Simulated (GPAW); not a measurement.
Runs of GPAW 26.7.0 on Cl. The structure is orthorhombic, space group Cmce (No. 64). The conventional cell has a = 6.332 Å, b = 4.530 Å, c = 8.264 Å, α = 90.00°, β = 90.00°, γ = 90.00°. Cl (site symmetry m) is surrounded by 1 Cl at 2.03 Å. 

| task | cell | cutoff (eV) | smearing | response ecut | response k mesh | response bands | kernels | coarser k mesh | gap on the mesh (eV) |
| --- | --- | --- | --- | --- | --- | --- | --- | --- | --- |
| dielectric tensor | Cmce, 29.63 Å³/atom | 400 | fermi-dirac 0.001 eV | 80 eV | 9 × 9 × 4 | 54 | ["RPA"] | 9 × 9 × 4 | (a) |
| dielectric tensor | Cmce, 29.05 Å³/atom | 400 | fermi-dirac 0.001 eV | 80 eV | 9 × 9 × 4 | 54 | ["RPA"] | 9 × 9 × 4 | 2.33 |
| dielectric tensor | Cmce, 30.79 Å³/atom | 400 | fermi-dirac 0.001 eV | 80 eV | 9 × 9 × 4 | 54 | ["RPA"] | 9 × 9 × 4 | 2.13 |
| dielectric tensor | Cmce, 27.89 Å³/atom | 400 | fermi-dirac 0.001 eV | 80 eV | 9 × 9 × 4 | 54 | ["RPA"] | 9 × 9 × 4 | 2.48 |
| dielectric tensor | Cmce, 28.47 Å³/atom | 400 | fermi-dirac 0.001 eV | 80 eV | 9 × 9 × 4 | 54 | ["RPA"] | 9 × 9 × 4 | 2.40 |
| dielectric tensor | Cmce, 30.21 Å³/atom | 400 | fermi-dirac 0.001 eV | 80 eV | 9 × 9 × 4 | 54 | ["RPA"] | 9 × 9 × 4 | (b) |
| dielectric tensor | Cmce, 27.31 Å³/atom | 400 | fermi-dirac 0.001 eV | 80 eV | 9 × 9 × 4 | 54 | ["RPA"] | 9 × 9 × 4 | 2.56 |

Alike in all rows: level LDA; potentials or basis the program's PAW data sets (release 1.2.1) made for this functional, pw; no spin polarisation; k mesh 6 × 6 × 3.

Fill in the values left out.

(a) 2.26; (b) 2.19.

Caveats: the long-wavelength limit can be off by a per cent or two; an odd mesh through Γ misses points on the zone boundary, where band edges often lie.

Runs at the PBE level aren't shown here.
